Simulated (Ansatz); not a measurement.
# Response of Zr to small distortions

```yaml
crystal:
  lattice:
    - [-1.81000, 1.81000, 1.81000]
    - [1.81000, -1.81000, 1.81000]
    - [1.81000, 1.81000, -1.81000]
  atoms:
    - { symbol: Zr, position: [0.00000, 0.00000, 0.00000] }
```

The cell comes from COD entry 9008559, which wasn't checked; take it as a given geometry.

These are results of Ansatz 0.2.0, DFT, LDA, all-electron LAPW, scalar-relativistic, not measurements.

Numerical set-up: a Γ-centred 16×16×16 k mesh, Fermi–Dirac smearing of 0.03 eV, basis error target 0.5 meV/atom, no spin polarisation.

The unchanged cell is at -9.53 GPa.

In a metal, stresses and small energies carry noise from the k mesh.

x, y and z are the Cartesian axes of the cell as listed; fractional coordinates follow a strain, and an engineering shear is twice the off-diagonal strain component.

(1) With this change (equal xy, yz and zx engineering shear strains of -2 %), what becomes of the energy and stress?

With equal xy, yz and zx engineering shear strains of -1 %: energy change under 1 meV/atom; stress change (xx, yy, zz, yz, xz, xy) 0.02, 0.02, 0.02, 0.19, 0.19, 0.19 GPa, compression positive.

(2) With this change (equal xy, yz and zx engineering shear strains of +1 %), what becomes of the energy and stress?

(3) With this change (equal xy, yz and zx engineering shear strains of +2 %), what becomes of the energy and stress?

Results:

(1) Energy change +1 meV/atom; stress change (xx, yy, zz, yz, xz, xy) 0.05, 0.05, 0.05, 0.38, 0.38, 0.38 GPa, compression positive.

(2) Energy change under 1 meV/atom; stress change (xx, yy, zz, yz, xz, xy) 0.01, 0.01, 0.01, -0.25, -0.25, -0.25 GPa, compression positive.

(3) Energy change +2 meV/atom; stress change (xx, yy, zz, yz, xz, xy) 0.05, 0.05, 0.05, -0.56, -0.56, -0.56 GPa, compression positive.
